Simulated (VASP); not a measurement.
# InP in VASP: work function with PBEsol

Aim: the work function of InP with PBEsol.

All numbers are computed with VASP 6.6.1; they aren't measurements. Logs are shortened: lines on timing, memory, paths and dates and some standing lists are left out, and cuts for length are marked.

### 1 The slab as given

The cell holds a slab with vacuum, 10 atoms: a = 5.861 Å, b = 4.144 Å, c = 24.289 Å, α = 90.00°, β = 90.00°, γ = 90.00°.

### 2 Work function, PBEsol

The input, INCAR:

```
ALGO = Normal
DIPOL = 0.5 0.5 0.500
EDIFF = 1E-7
ENCUT = 520
GGA = PS
IDIPOL = 3
ISIF = 2
ISMEAR = 0
KPAR = 8
LASPH = True
LCHARG = True
LDIPOL = True
LREAL = False
LVACPOTAV = True
LVHAR = True
LWAVE = False
NELM = 100
PREC = Accurate
SIGMA = 0.05
```

The input, KPOINTS:

```
k-points
0
Gamma
  4 6 1
```

The input, POSCAR:

```
InP                                     
1.0
    5.8610000000      0.0000000000      0.0000000000
    0.0000000000      4.1443528450      0.0000000000
    0.0000000000      0.0000000000     24.2887056890
  In              P             
     5     5
Direct
     0.5513556910953803    0.5000000000000000    0.3465725525036717
     0.9754696270160386    1.0000000000000000    0.4111873984863101
     0.4802018851666232    0.5000000000000000    0.5000000000000000
     0.9754696270160386    0.0000000000000000    0.5888126015136899
     0.5513556910953803    0.5000000000000000    0.6534274474963282
     0.7626373287647482    0.0000000000000000    0.3189943762907936
     0.2276348423784868    0.5000000000000000    0.4144310018344165
     0.7356031363240693    0.0000000000000000    0.5000000000000000
     0.2276348423784868    0.5000000000000000    0.5855689981655834
     0.7626373287647482    0.0000000000000000    0.6810056237092065
```

Potentials or basis: VASP PAW PBE potentials, release 64 (In_d, P).

Started as:

```sh
cat potpaw_PBE.64/In_d/POTCAR potpaw_PBE.64/P/POTCAR > POTCAR
mpirun -np 8 vasp_std > vasp.out
```

OUTCAR:

```text
EDIFF = 1E-7
   ENCUT = 520
   GGA = PS
   ISIF = 2
   ISMEAR = 0
   LASPH = True
   LREAL = False
   NELM = 100
   PREC = Accurate

 ion  position               nearest neighbor table
   1  0.551  0.500  0.347-   6 2.51   6 2.51   7 2.51   2 3.60   2 3.60   3 3.75
   2  0.975  0.000  0.411-   7 2.55   7 2.55   6 2.56   8 2.57   1 3.60   1 3.60
   3  0.480  0.500  0.500-   7 2.55   9 2.55   8 2.56   8 2.56   1 3.75   5 3.75
   4  0.975  0.000  0.589-   9 2.55   9 2.55  10 2.56   8 2.57   5 3.60   5 3.60
   5  0.551  0.500  0.653-  10 2.51  10 2.51   9 2.51   4 3.60   4 3.60   3 3.75
   6  0.763  0.000  0.319-   1 2.51   1 2.51   2 2.56
   7  0.228  0.500  0.414-   1 2.51   2 2.55   2 2.55   3 2.55
   8  0.736  0.000  0.500-   3 2.56   3 2.56   4 2.57   2 2.57
   9  0.228  0.500  0.586-   5 2.51   4 2.55   4 2.55   3 2.55
  10  0.763  0.000  0.681-   5 2.51   5 2.51   4 2.56

  LATTYP: Found a simple orthorhombic cell.
 ALAT       =     4.1443528450
 B/A-ratio  =     1.4142135622
 C/A-ratio  =     5.8606751397

  Lattice vectors:

 A1 = (   0.0000000000,  -4.1443528450,   0.0000000000)
 A2 = (   5.8610000000,   0.0000000000,   0.0000000000)
 A3 = (   0.0000000000,   0.0000000000,  24.2887056890)

Analysis of symmetry for initial positions (statically):
=====================================================================
 Subroutine PRICEL returns:
 Original cell was already a primitive cell.

 Routine SETGRP: Setting up the symmetry group for a
 simple orthorhombic supercell.

 Subroutine GETGRP returns: Found  4 space group operations
 (whereof  4 operations were pure point group operations)
 out of a pool of  8 trial point group operations.

The static configuration has the point symmetry C_2v.

Analysis of symmetry for dynamics (positions and initial velocities):
=====================================================================
 Subroutine PRICEL returns:
 Original cell was already a primitive cell.

 Routine SETGRP: Setting up the symmetry group for a
 simple orthorhombic supercell.

 Subroutine GETGRP returns: Found  4 space group operations
 (whereof  4 operations were pure point group operations)
 out of a pool of  8 trial point group operations.

The dynamic configuration has the point symmetry C_2v.

 Subroutine INISYM returns: Found  4 space group operations
 (whereof  4 operations are pure point group operations),
 and found     1 'primitive' translations
[... 108 lines left out ...]
   PSTRESS=    0.0 pullay stress
   NELECT =      90.0000    total number of electrons
   NUPDOWN=      -1.0000    fix difference up-down
   EMIN   =  10.00;   EMAX   =-10.00  energy-range for DOS
   EFERMI =   0.00;   METHOD = LEGACY
   ISMEAR =     0;   SIGMA  =   0.05  broadening in eV -4-tet -1-fermi 0-gaus
   EFERMI_NEDOS =   21; number of points for ismear=-14 and -15
   IALGO  =     38    algorithm
   IMIX   =      4    mixing-type and parameters
     AMIX     =   0.40;   BMIX     =  1.00
     AMIX_MAG =   1.60;   BMIX_MAG =  1.00
  volume/ion in A,a.u.               =      59.00       398.13
  Fermi-wavevector in a.u.,A,eV,Ry     =   0.874738  1.653015 10.410726  0.765167
  Thomas-Fermi vector in A             =   1.994311
   LORBIT       =      0    0 simple, 1 ext, 2 COOP (PROOUT), +10 PAW based schemes
   GGA     = PS    functional components
   LHFCALC =     F    Hartree Fock is set to
   AEXX    =    0.0000 exact exchange contribution
   IVDW    =     0    specifies the selected vdW correction
   LEPSILON=     F    determine dielectric tensor
   LRPA    =     F    only Hartree local field effects (RPA)
 non-spin polarized calculation
 Gauss-broadening in eV      SIGMA  =   0.05
  energy-cutoff  :      520.00
  volume of cell :      589.97
 maximum number of plane-waves:     15944
 NGX is ok and might be reduce to    48
   NGX = 21   NGY = 15   NGZ = 91

 number of electron      89.9999984 magnetization

 dipolmoment           0.000000      0.000000      0.000000 electrons x Angstroem

 Free energy of the ion-electron system (eV)
  ---------------------------------------------------
  ext. energy  EPLUGINS =         0.00000000
  ---------------------------------------------------
  free energy    TOTEN  =       -43.68114144 eV

  energy without entropy =      -43.68114144  energy(sigma->0) =      -43.68114144

 E-fermi :  -0.5474     XC(G=0):  -4.5783

 val. band max:       -0.7866953596   @ k =   0.0000   0.0000   0.0000
 cond. band min:       0.1867217357   @ k =   0.0000   0.5000   0.0000
 fundamental gap:      0.9734170953
 Fermi energy:        -0.5474290973

 k-point     1 :       0.0000    0.0000    0.0000
  band No.  band energies     occupation
      1     -15.1323      2.00000
      2     -15.1270      2.00000
      3     -15.0902      2.00000
      4     -15.0530      2.00000
      5     -14.9789      2.00000
      6     -14.9715      2.00000
[... 673 lines left out ...]
     53       3.4395      0.00000
     54       3.6125      0.00000

------------------------ aborting loop because EDIFF is reached ----------------------------------------

  FORCE on cell =-STRESS in cart. coord.  units (eV):
  Direction    XX          YY          ZZ          XY          YZ          ZX
  --------------------------------------------------------------------------------------
  -------------------------------------------------------------------------------------
  Total       -0.5091574     -1.2009586     -0.1406040      0.0000000      0.0000000      0.0000000
  in kB       -1.3827058     -3.2614130     -0.3818347      0.0000000      0.0000000      0.0000000
  external PRESSURE =      -1.6753178 kB  Pullay stress =       0.0000000 kB

 VOLUME and BASIS-vectors are now :
 -----------------------------------------------------------------------------
  energy-cutoff  :      520.00
  volume of cell :      589.97
      direct lattice vectors                 reciprocal lattice vectors
     5.861000000  0.000000000  0.000000000     0.170619348  0.000000000  0.000000000
     0.000000000  4.144352845  0.000000000     0.000000000  0.241292196  0.000000000
     0.000000000  0.000000000 24.288705689     0.000000000  0.000000000  0.041171399

 POSITION                                       TOTAL-FORCE (eV/Angst)
 -----------------------------------------------------------------------------------
      3.23150      2.07218      8.41780        -0.001204      0.000000      0.005993
      5.71723      0.00000      9.98721        -0.001159      0.000000     -0.002421
      2.81446      2.07218     12.14435         0.004963      0.000000      0.000000
      5.71723      0.00000     14.30150        -0.001159      0.000000      0.002421
      3.23150      2.07218     15.87091        -0.001204      0.000000     -0.005993
      4.46982      0.00000      7.74796        -0.003226      0.000000      0.003018
      1.33417      2.07218     10.06599         0.001070     -0.000000      0.000190
      4.31137      0.00000     12.14435         0.004076      0.000000      0.000000
      1.33417      2.07218     14.22271         0.001070     -0.000000     -0.000190
      4.46982      0.00000     16.54075        -0.003226      0.000000     -0.003018
 -----------------------------------------------------------------------------------
    total drift:                               -0.000258      0.000000     -0.000003

  FREE ENERGIE OF THE ION-ELECTRON SYSTEM (eV)
  ---------------------------------------------------
  free  energy   TOTEN  =       -43.6811414404 eV

  energy  without entropy=      -43.6811414404  energy(sigma->0) =      -43.68114144

 vacuum level on the upper side and lower side of the slab         4.367         4.367
```

OSZICAR:

```text
N       E                     dE             d eps       ncg     rms          rms(c)
DAV:   1     0.795889086437E+03    0.79589E+03   -0.38283E+04  1368   0.149E+03
DAV:   2     0.485180915074E+02   -0.74737E+03   -0.73321E+03  1444   0.375E+02
DAV:   3    -0.411393244467E+02   -0.89657E+02   -0.88719E+02  1536   0.173E+02
[... 19 lines left out ...]
DAV:  23    -0.436811392013E+02   -0.73294E-05   -0.29542E-07   990   0.122E-03    0.407E-04
DAV:  24    -0.436811408192E+02   -0.16179E-05   -0.51154E-08  1034   0.748E-04    0.309E-04
DAV:  25    -0.436811412712E+02   -0.45203E-06   -0.88305E-09   930   0.434E-04    0.176E-04
DAV:  26    -0.436811413996E+02   -0.12838E-06   -0.24299E-09   890   0.280E-04    0.860E-05
DAV:  27    -0.436811414404E+02   -0.40796E-07   -0.12518E-09   812   0.307E-04
   1 F= -.43681141E+02 E0= -.43681141E+02  d E =-.133391E-12
```

stdout:

```text
POSCAR found type information on POSCAR InP
 POSCAR found :  2 types and      10 ions
 scaLAPACK will be used
 -----------------------------------------------------------------------------
|                                                                             |
[... 42 lines left out ...]
|     field-free region was found. Please increase the size of  your cell     |
|     in the dimension of the dipole correction to obtain accurate            |
|     workfunction values.                                                    |
|                                                                             |
 -----------------------------------------------------------------------------
```

It took 2.9 min on 8 MPI ranks of Intel Xeon Platinum 8488C (Sapphire Rapids), shared host; peak memory 0.76 GiB.

What came out:

```
Free energy                            : -43.6811 eV
Largest force                          : 0.006 eV/Å
Band gap on the k mesh                 : 0.97 eV, indirect (least direct gap 1.11 eV)
Ionisation potential of the upper face : 5.15 eV
```

Forces on the atoms (eV/Å):
```
In  -0.001  0.000  0.006
In  -0.001  0.000 -0.002
In   0.005  0.000  0.000
In  -0.001  0.000  0.002
In  -0.001  0.000 -0.006
P   -0.003  0.000  0.003
P    0.001  0.000  0.000
P    0.004  0.000  0.000
P    0.001  0.000  0.000
P   -0.003  0.000 -0.003
```

Caveat: the PAW data sets were made with another functional, which shifts forces and pressure a little; spin-orbit coupling is left out, which moves the levels of the heavy elements.
